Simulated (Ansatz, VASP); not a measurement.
This is a calculation of CoO for VASP 6.6.1.

The input INCAR:

```
PREC = Accurate
ENCUT = 520
EDIFF = 1E-7
ISMEAR = -1
SIGMA = 0.05
LREAL = False
LASPH = True
NELM = 150
ALGO = Normal
ISIF = 2
LWAVE = False
LCHARG = True
ISPIN = 2
MAGMOM = 2 0
LORBIT = 11
LMAXMIX = 4
GGA = PS
LELF = True
LVHAR = True
NBANDS = 18
```

File KPOINTS:

```
regular mesh
0
Gamma
  10 10 10
```

The input POSCAR:

```
CoO
1.0
    1.6336438949      0.9431847425      2.6168066281
   -1.6336438949      0.9431847425      2.6168066281
    0.0000000000     -1.8863694850      2.6168066281
Co O
1 1
Direct
    0.9989783200      0.9989783200      0.9989783200
    0.7510210300      0.7510210300      0.7510210300
```

Potentials or basis: VASP PAW PBE potentials, release 64 (Co, O).

Command:

```bash
$ cat potpaw_PBE.64/Co/POTCAR potpaw_PBE.64/O/POTCAR > POTCAR
$ mpirun -np 1 vasp_std > vasp.out
```

Problem. Set up the same calculation for Ansatz 0.2.0. Potentials there: all-electron LAPW, scalar-relativistic.

Solution. As run (the cutoff follows the program's own potentials):

The input input.yaml:

```yaml
crystal:
  lattice:
    - [1.6336438949, 0.9431847425, 2.6168066281]
    - [-1.6336438949, 0.9431847425, 2.6168066281]
    - [0.0, -1.886369485, 2.6168066281]
  atoms:
    - { symbol: Co, position: [0.99897832, 0.99897832, 0.99897832], spin: 2.0 }
    - { symbol: O, position: [0.75102103, 0.75102103, 0.75102103] }
kpoints:
  mp_grid: { grid: [10, 10, 10] }
scf:
  occupations: { method: fermi_dirac, width: 0.05 }
hamiltonian:
  xc: pbesol
  pseudopotentials: { kind: all_electron, lapw: { basis_error: 0.0005 } }
magnetization:
  spin_polarized: true
output:
  forces: true
  stress: true
  eigenvalues: true
```

Potentials or basis: all-electron LAPW, scalar-relativistic.

Launch:

```sh
$ ansatz run input.yaml --threads 2 --pin off --max-ram 6144MiB --backend cpu --events-out ev --progress --plain --runs-dir out
```

Both were run:

|  | VASP | Ansatz | Ansatz less VASP |
| --- | --- | --- | --- |
| gap on the k mesh at the Fermi level (eV) | none | none | - |
| pressure (GPa) | -13.9 | -13.6 | +0.25 |
| largest component of the traceless stress (GPa) | 2.65 | 2.64 | -0.007 |
| rms of the force components (eV/Å) | 0.097 | 0.096 | -0.0002 |
| net moment per atom (μB) | 1.46 | 1.47 | +0.006 |
| size of the moment on the site where the two differ most (μB) | 2.50 | 2.48 | -0.015 |

Site moments also hang on the region over which each program counts them. Atom by atom the forces differ by 0.000 eV/Å (rms over components). A gap of «none» marks a metal or a gap that the smearing closes. Ansatz ran all-electron here, so the differences hold the error of VASP's frozen core and of both bases.

Caveats: a cell with one magnetic atom can't hold antiferromagnetic order, which such compounds often take; semilocal functionals often make such compounds metallic where correlation or magnetic order opens a gap, which also shifts bond lengths; the PAW data sets were made with another functional, which shifts forces and pressure a little (VASP).
